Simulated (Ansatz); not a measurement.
# AlN: the cost of one run

Program: Ansatz 0.2.0. Level of theory: DFT PBE, scalar-relativistic, plane waves, PAW. These are calculated values, not measurements.

5 further runs of the same task are left out: 2 that didn't finish, 3 set aside as unsound or not needed.

### Step 1. Starting point

It takes space group P6_3mc (No. 186, hexagonal). The conventional cell has a = 3.130 Å, b = 3.130 Å, c = 5.018 Å, α = 90.00°, β = 90.00°, γ = 120.00°. Al (site symmetry 3m) has 4 N at 1.90 to 1.91 Å as nearest neighbours. Around N (site symmetry 3m) lie 4 Al at 1.90 to 1.91 Å.

As a file:

```
CELL_PARAMETERS angstrom
3.13024 0.00000 0.00000
-1.56512 2.71087 0.00000
0.00000 0.00000 5.01798
ATOMIC_POSITIONS crystal
Al 0.33333 0.66667 0.00173
Al 0.66667 0.33333 0.50173
N 0.33333 0.66667 0.38327
N 0.66667 0.33333 0.88327
```

This cell was relaxed beforehand with the same method: volume 10.65 Å³/atom, gap on the mesh 4.03 eV.

### Step 2. Zero of energy

The reference gives a free energy of -1848.5080 eV, pressure 0.00 GPa, largest force 0.000 eV/Å and gap on the mesh 4.03 eV. It was computed beforehand with the settings of the runs below.

### Step 3. Next: a sublattice displacement scan

Every Al atom is moved by x along the Cartesian unit vector (-0.823, -0.475, -0.312); the cell and all other atoms stay fixed. Forces below are components along that vector, summed over the moved atoms.

### Step 4. Point x = -0.100 Å

input.yaml

```yaml
crystal:
  lattice:
    - [3.1302395629, 0.0, 0.0]
    - [-1.5651197815, 2.7108669814, 0.0]
    - [0.0, 0.0, 5.0179796548]
  atoms:
    - { symbol: Al, position: [0.3683751459, 0.6841875729, 0.0079551623] }
    - { symbol: Al, position: [0.7017084792, 0.3508542396, 0.5079551623] }
    - { symbol: "N", position: [0.3333333333, 0.6666666667, 0.3832712825] }
    - { symbol: "N", position: [0.6666666667, 0.3333333333, 0.8832712825] }
basis:
  ecutwfc: 420
kpoints:
  mp_grid: { grid: [12, 12, 6] }
hamiltonian:
  xc: pbe
scf:
  occupations: { method: gaussian, width: 0.05 }
output:
  forces: true
  stress: true
  eigenvalues: true
```

Command:

```sh
> ansatz run input.yaml --threads 1 --pin off --max-ram 2560MiB --backend cpu --events-out ev --progress --plain --runs-dir out
```

Q: Estimate wall time and peak memory on 1 thread of Arm Neoverse V1, shared host.

About 11 s, with a peak of 0.41 GiB.
